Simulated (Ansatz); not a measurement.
## One structure, 3 elements: NaF, NaCl, NaI

Plane-wave DFT in Ansatz with scalar-relativistic PAW potentials, cutoff 420 eV, Γ-centred meshes chosen by cell and gap, Gaussian smearing with energies taken to zero width. Every cell was relaxed (cell and atoms) in a run of its own, within the symmetry of its start. Functional: PBEsol.

All members share space group Fm-3m and the same sites; only the element on one set of sites changes (F, Cl, I). Members needn't be the stable form of their composition. Energies over the elements, where given, are against the elements' standard states in the same functional (H₂, N₂, O₂ and halogens uncorrected, Hg as a solid). The first member:

Space group Fm-3m (No. 225). a = 4.629 Å, b = 4.629 Å, c = 4.629 Å, α = 90.00°, β = 90.00°, γ = 90.00°
```json
{"atom": "Na", "site": "4a", "symmetry": "m-3m", "x": "0.0000", "y": "0.0000", "z": "0.0000"}
{"atom": "F", "site": "4b", "symmetry": "m-3m", "x": "0.5000", "y": "0.0000", "z": "0.0000"}
```

Problem. How do size, gap and binding change down the group?

Solution.
```tsv
compound	V (Å³/atom)	a (Å)	gap on mesh (eV)	energy over elements (eV/atom)
NaF	12.40	4.629	6.20	-2.705
NaCl	21.98	5.602	5.01	-1.853
NaI	32.78	6.401	3.60	-1.262
```

Over the series the volume grows at each step down the group; the gap narrows; binding against the elements weakens. The p levels of the anion rise down the group and lift the valence band, the usual cause of such narrowing. Less electronegative, larger anions gain less from charge transfer and lattice energy, in line with the weaker binding.

Spin-orbit coupling is left out, which matters for the bands of heavy elements.